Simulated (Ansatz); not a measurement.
A surface is cut from this relaxed crystal of ZrSi$_{2}$:

Space group Cmcm (No. 63). a = 3.705 Å, b = 14.788 Å, c = 3.679 Å, α = 90.00°, β = 90.00°, γ = 90.00°
```csv
atom,site,symmetry,x,y,z
Zr,4c,m2m,0.0000,0.1053,0.2500
Si,4c,m2m,0.0000,0.4469,0.2500
Si,4c,m2m,0.5000,0.2497,0.2500
```

Miller indices refer to the conventional cell of Cmcm (No. 63), a = 3.705 Å, b = 14.788 Å, c = 3.679 Å, α = 90.00°, β = 90.00°, γ = 90.00°.

The (010) slab of 11 planes, 14.8 Å thick with 15 Å of vacuum as cut; outer planes Si (top) and Si (bottom).

Theory: DFT PBE, scalar-relativistic, plane waves, PAW (Ansatz). Settings: cutoff 420 eV, Γ-centred mesh 9×9×1 on the computed 14-atom cell, Gaussian smearing of 0.10 eV; no spin polarisation. A dipole correction removes the field between periodic images along c.

The slab isn't stoichiometric (Zr2Si5), so its surface energy depends on the chemical potentials; it is given with the excess atoms taken from the element's standard state, a limit at which the compound may itself be unstable, so the figure can be too low.

Results for the relaxed slab:

| Property | Result |
| --- | --- |
| Surface energy with the excess atoms taken from the elements | 1.83 J/m² |
| Work function | 5.25 eV |

Relaxation lowers the energy by 0.062 J/m² a face; the largest move is 0.084 Å.

```tsv
plane (bottom to top)	atoms	spacing to next, bulk (Å)	relaxed (Å)	change (%)	rumpling (Å)
1	Si2	2.139	2.247	+5.1	0.003
2	Zr	0.772	0.615	-20.4	0.000
3	Si	1.570	1.629	+3.7	0.000
4	Si	0.772	0.798	+3.4	0.000
5	Zr	2.139	2.139	0.0	0.000
6	Si2	2.139	2.139	0.0	0.003
7	Zr	0.772	0.798	+3.4	0.000
8	Si	1.570	1.629	+3.7	0.000
9	Si	0.772	0.615	-20.4	0.000
10	Zr	2.139	2.247	+5.1	0.000
11	Si2				0.003
```